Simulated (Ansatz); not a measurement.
# K2S (Fm-3m): zero-pressure volume and bulk modulus with revPBE

The task here is to estimate one member of a computed series from the others.

Program: Ansatz 0.2.0. Level of theory: DFT revPBE, scalar-relativistic, plane waves, PAW. These are calculated values, not measurements.

1 further run of the same task is left out (it didn't finish). Runs told in other sessions of the task aren't counted.

## The structure to begin with

Symmetry: Fm-3m, No. 225, cubic system. The conventional cell has a = 7.391 Å, b = 7.391 Å, c = 7.391 Å, α = 90.00°, β = 90.00°, γ = 90.00°. K (site symmetry -43m) is surrounded by 4 S at 3.20 Å. S (site symmetry m-3m) has 8 K at 3.20 Å in its first shell of neighbours.

As a file:

```cif
data_structure
_symmetry_space_group_name_H-M 'Fm-3m'
_symmetry_Int_Tables_number 225
_cell_length_a 7.3910
_cell_length_b 7.3910
_cell_length_c 7.3910
_cell_angle_alpha 90.000
_cell_angle_beta 90.000
_cell_angle_gamma 90.000
_cell_volume 403.75
loop_
_atom_site_label
_atom_site_type_symbol
_atom_site_symmetry_multiplicity
_atom_site_Wyckoff_symbol
_atom_site_fract_x
_atom_site_fract_y
_atom_site_fract_z
_atom_site_occupancy
K1 K 8 c 0.25000 0.75000 0.75000 1
S1 S 4 a 0.00000 0.00000 0.00000 1
```

An earlier run on this cell at PBE gave 0.57 GPa at 33.646 Å³/atom (6×6×6 mesh), gap on the mesh 2.40 eV.

The first run:

input.yaml reads:

```yaml
crystal:
  lattice:
    - [0.0, 3.6954997636, 3.6954997636]
    - [3.6954997636, 0.0, 3.6954997636]
    - [3.6954997636, 3.6954997636, 0.0]
  atoms:
    - { symbol: K, position: [0.25, 0.25, 0.25] }
    - { symbol: K, position: [0.75, 0.75, 0.75] }
    - { symbol: S, position: [0.0, 0.0, 0.0] }
basis:
  ecutwfc: 420
  ecutrho_ratio: 4
kpoints:
  mp_grid: { grid: [6, 6, 6] }
hamiltonian:
  xc: revpbe
scf:
  occupations: { method: gaussian, width: 0.05 }
output:
  forces: true
  stress: true
  eigenvalues: true
```

Run with:

```
$ ansatz run input.yaml --threads 4 --pin off --max-ram 8192MiB --backend cpu --events-out ev --progress --plain --runs-dir out
```

Steps of the session up to this table: At the given cell; Stepping to 33.994 Å³/atom; Stepping to 36.553 Å³/atom; Volume × 0.98 of the new zero; Volume × 1.02 of the new zero; Volume × 0.96 of the new zero; Volume × 1.04 of the new zero.

One table of the session follows, with a row left open; its other results are not shown here.

It belongs to the step «Energy and pressure against volume». 

| volume (Å³/atom) | energy (meV/atom) | pressure (GPa) |
| --- | --- | --- |
| 35.091 | 2.93 | 0.69 |
| 35.822 | ? | ? |
| 36.553 | 0.00 | -0.02 |
| 37.284 | 0.79 | -0.32 |
| 38.015 | 2.87 | -0.59 |

Q: Estimate the row for volume (Å³/atom) = 35.822 from the others.

Worked estimate for «energy (meV/atom)». A straight line through the neighbours (35.091, 2.93) and (36.553, 0.00) gives 2.93 + (0.00 − 2.93) × (35.822 − 35.091) / (36.553 − 35.091) = 1.46; a parabola fitted to 3 rows on both sides gives 0.71.

As computed: energy (meV/atom): 0.66; pressure (GPa): 0.31. In «energy (meV/atom)» the line misses by +0.80 and the parabola by +0.05.
